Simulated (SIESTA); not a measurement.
Crystal: BaTiO3 (Barioperovskite).

```
CELL_PARAMETERS angstrom
3.98550 0.00000 0.00000
0.00000 2.83690 2.84515
0.00000 -2.83690 2.84515
ATOMIC_POSITIONS crystal
Ba 0.00000 0.00000 0.00000
Ti 0.50000 0.51240 0.51240
O 0.50000 0.99184 0.50524
O 0.50000 0.50524 0.99184
O 0.00000 0.48740 0.48740
```

Base run:

| Quantity | Value |
| --- | --- |
| Program | SIESTA 5.4.2 |
| Functional | PBEsol |
| Potentials or basis | PseudoDojo 0.4 standard (PBEsol files) |
| Basis | DZP (energy shift 0.003 Ry; two zetas on semicore shells; d shell added on Ba) |
| Grid cutoff | 800 Ry |
| Energy shift | 0.003 Ry |
| k mesh | 7 × 7 × 7 |
| Occupations | fermi-dirac, width 0.05 eV |
| Spin | no spin polarisation |

Its results: band gap on the k mesh 1.83 eV, indirect (least direct gap 1.95 eV); pressure -1.8 GPa; largest force 0.258 eV/Å.

Question: The run is repeated on the same cell with these changes: functional from PBEsol to BLYP; potentials or basis from PseudoDojo 0.4 standard (PBEsol files) to PseudoDojo 0.4 standard (PBE files). What comes out?

Answer: Band gap on the k mesh 1.91 eV, indirect (least direct gap 2.02 eV); pressure 10.6 GPa; largest force 0.243 eV/Å.

Caveats: this set's barium file shifts pressures by up to 1 GPa against other sets; spin-orbit coupling is left out, which moves the levels of the heavy elements; the basis of atomic orbitals isn't converged, which shifts pressures, moduli and gaps; the potentials were made for another functional, which shifts forces and pressure (some runs).

A k mesh can miss the band edges.

Not every run made on this cell is shown here.
